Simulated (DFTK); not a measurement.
# Rh (Fm-3m) in DFTK: settings compared

Aim: see how the results for Rh move with the level of theory and the settings. Levels: PBE, PBEsol. Tasks: single point.

All numbers are computed with DFTK 0.8.2; they aren't measurements. Logs are shortened: lines on timing, memory, paths and dates and some standing lists are left out, and cuts for length are marked.

### Step 1. The undisturbed crystal

Symmetry: Fm-3m, No. 225, cubic system. Conventional cell: a = 3.796 Å, b = 3.796 Å, c = 3.796 Å, α = 90.00°, β = 90.00°, γ = 90.00°. Rh (site symmetry m-3m) is surrounded by 12 Rh at 2.68 Å.

### Step 2. Single point, PBE (cell strained at random at fixed volume)

Input file run.jl:

```julia
using DFTK
using PseudoPotentialData
using Unitful, UnitfulAtomic
using LinearAlgebra, Printf
include("save.jl")
disable_threading()

# lattice vectors are the columns
lattice = austrip(1u"Å") * [     -0.039334       1.901927       1.924652;
                 1.883095       0.032811       1.833675;
                 1.962463       1.890318       0.010086]
symbols   = [:Rh]
positions = [[0.004767, 0.003501, -0.00582]]
pseudopotentials = PseudoFamily("dojo.nc.sr.pbe.v0_4_1.standard.upf")
elements = Dict(s => ElementPsp(s, pseudopotentials) for s in unique(symbols))
atoms    = [elements[s] for s in symbols]

build_model(lattice, positions; symmetries=true) =
    model_DFT(lattice, atoms, positions;
              functionals=PBE(),
              temperature=austrip(0.05u"eV"),
              smearing=Smearing.FermiDirac(),
              symmetries)
Ecut  = 44.0  # hartree
kgrid = [12, 12, 12]
tol   = 1e-6
to_GPa = ustrip(uconvert(u"GPa", 1u"hartree/bohr^3"))

model = build_model(lattice, positions)
basis = PlaneWaveBasis(model; Ecut, kgrid)
display(basis)
scfres = self_consistent_field(basis;
                               tol,
                               nbandsalg=AdaptiveBands(model; n_bands_converge=13))
display(scfres.energies)
@printf "Fermi level: %.6f eV\n" ustrip(auconvert(u"eV", something(scfres.εF, NaN)))
forces = compute_forces_cart(scfres)
println("Forces (eV/Å)")
for (s, f) in zip(symbols, forces)
    @printf "%-3s %12.6f %12.6f %12.6f\n" s ustrip.(auconvert.(u"eV/Å", f))...
end
stress = compute_stresses_cart(scfres)
println("Stress (GPa)")
display(round.(stress * to_GPa; digits=4))
println("Levels at the first k-point (eV): ", round.(ustrip.(auconvert.(u"eV", scfres.eigenvalues[1][1:scfres.n_bands_converge])); digits=4))
save_scf!(scfres; forces, stress)
```

Potentials or basis: dojo.nc.sr.pbe.v0_4_1.standard.upf (PBE).

Command:

```sh
$ julia --threads=1 run.jl  # save.jl only writes the numbers to a file and isn't shown; printed stress counts tension as positive; times include loading and compiling
```

Log:

```text
PlaneWaveBasis discretization:

    Ecut                 : 44.0 Ha
    fft_size             : (36, 36, 36), 46656 total points
    kgrid                : MonkhorstPack([12, 12, 12])
    num.   red. kpoints  : 1728
    num. irred. kpoints  : 1728

    Discretized Model(gga_x_pbe+gga_c_pbe, 3D):
        lattice (in Bohr)    : [-0.0743305, 3.59412   , 3.63707   ]
                               [3.55853   , 0.0620038 , 3.46514   ]
                               [3.70852   , 3.57218   , 0.0190598 ]
        unit cell volume     : 92.26 Bohr³

        atoms                : Rh
        pseudopot. family    : PseudoFamily("dojo.nc.sr.pbe.v0_4_1.standard.upf")

        num. electrons       : 17
        spin polarization    : none
        temperature          : 0.0018375 Ha
        smearing             : DFTK.Smearing.FermiDirac()

        terms                : Kinetic()
                               AtomicLocal()
                               AtomicNonlocal()
                               Ewald(nothing)
                               PspCorrection()
                               Hartree()
                               Xc(gga_x_pbe, gga_c_pbe)
                               Entropy()
n     Energy            log10(ΔE)   log10(Δρ)   Diag   Δtime
---   ---------------   ---------   ---------   ----   ------
  1   -117.2533800295                   -0.73    3.5    99.5s
  2   -117.2809256261       -1.56       -1.10    1.0    58.7s
  3   -117.2873745680       -2.19       -1.71    2.4    81.0s
  4   -117.2875169259       -3.85       -2.29    1.0    58.2s
  5   -117.2875317735       -4.83       -2.62    2.1    74.4s
  6   -117.2875330548       -5.89       -3.09    1.1    58.3s
  7   -117.2875335688       -6.29       -3.59    2.0    73.9s
  8   -117.2875335933       -7.61       -4.23    1.5    65.0s
  9   -117.2875335959       -8.59       -4.87    2.2    75.2s
 10   -117.2875335960       -9.79       -5.50    2.1    72.5s
 11   -117.2875335960      -11.23       -5.92    2.1    71.6s
 12   -117.2875335960      -12.26       -6.58    1.8    69.8s
Energy breakdown (in Ha):
    Kinetic             38.8010792
    AtomicLocal         -74.7661439
    AtomicNonlocal      7.1531110
    Ewald               -92.3324677
    PspCorrection       3.9409667
    Hartree             18.8449699
    Xc                  -18.9287083
    Entropy             -0.0003405

    total               -117.287533596044
Fermi level: 16.516173 eV
Forces (eV/Å)
Rh      0.000000    -0.000000    -0.000000
Stress (GPa)
3×3 StaticArraysCore.SMatrix{3, 3, Float64, 9} with indices SOneTo(3)×SOneTo(3):
 -3.8706   -2.0412  -5.5778
 -2.0412  -15.9811  10.1473
 -5.5778   10.1473  -6.6465
Levels at the first k-point (eV): [-62.4116, -29.8795, -29.8745, -29.8392, 8.5217, 12.9948, 13.3499, 13.8522, 15.2587, 15.8265, 32.6833, 37.0703, 38.0574]
```

It took 23 min on 1 thread of AMD EPYC 9R14 (Zen 4), shared host; peak memory 6.7 GiB.

What came out:

| Quantity | Value |
| --- | --- |
| Free energy | -3191.5564 eV |
| Pressure | 8.8 GPa |
| Band gap on the k mesh | none (metal or under the smearing width) |

### Step 3. Single point, PBEsol (cell strained at random at fixed volume)

Edit run.jl of step 2 so:

```diff
@@ -13,3 +13,3 @@
 positions = [[0.004767, 0.003501, -0.00582]]
-pseudopotentials = PseudoFamily("dojo.nc.sr.pbe.v0_4_1.standard.upf")
+pseudopotentials = PseudoFamily("dojo.nc.sr.pbesol.v0_4_1.standard.upf")
 elements = Dict(s => ElementPsp(s, pseudopotentials) for s in unique(symbols))
@@ -19,3 +19,3 @@
     model_DFT(lattice, atoms, positions;
-              functionals=PBE(),
+              functionals=PBEsol(),
               temperature=austrip(0.05u"eV"),
```

Potentials or basis: dojo.nc.sr.pbesol.v0_4_1.standard.upf (PBEsol).

Command:

```sh
$ julia --threads=1 run.jl  # save.jl only writes the numbers to a file and isn't shown; printed stress counts tension as positive; times include loading and compiling
```

It took 32 min on 1 thread of Intel Xeon Platinum 8488C (Sapphire Rapids), shared host; peak memory 6.5 GiB.

It converged, with:

```
Free energy            : -3189.5676 eV
Pressure               : -2.1 GPa
Band gap on the k mesh : none (metal or under the smearing width)
```

Stress tensor (GPa, compression positive):
```
 -7.18   1.96   5.54
  1.96   5.21 -10.04
  5.54 -10.04  -4.42
```

Levels at points of the mesh, in eV from the Fermi level:
| k point | band 5 | band 6 | band 7 | band 8 | band 9 | band 10 | band 11 | band 12 |
| --- | --- | --- | --- | --- | --- | --- | --- | --- |
| (0.00, 0.00, 0.00) | -8.09 | -3.54 | -3.18 | -2.68 | -1.25 | -0.68 | 16.10 | 20.48 |
| (-0.50, 0.00, 0.00) | -6.24 | -3.45 | -2.81 | 0.24 | 0.36 | 0.65 | 8.03 | 15.91 |
| (0.00, -0.50, 0.00) | -6.21 | -3.64 | -2.86 | 0.49 | 0.84 | 1.01 | 9.19 | 15.25 |
| (-0.50, -0.50, 0.00) | -6.40 | -6.00 | 0.47 | 0.80 | 1.23 | 2.96 | 11.98 | 13.27 |
| (0.00, 0.00, -0.50) | -6.21 | -3.34 | -3.04 | 0.23 | 0.78 | 0.91 | 8.86 | 15.52 |
| (-0.50, 0.00, -0.50) | -6.41 | -6.07 | 0.49 | 0.99 | 1.13 | 3.88 | 12.20 | 13.16 |
| (0.00, -0.50, -0.50) | -6.40 | -6.01 | 0.52 | 0.86 | 1.17 | 2.82 | 11.79 | 12.83 |
| (-0.50, -0.50, -0.50) | -6.22 | -3.78 | -2.57 | 0.46 | 0.63 | 0.72 | 8.63 | 15.53 |
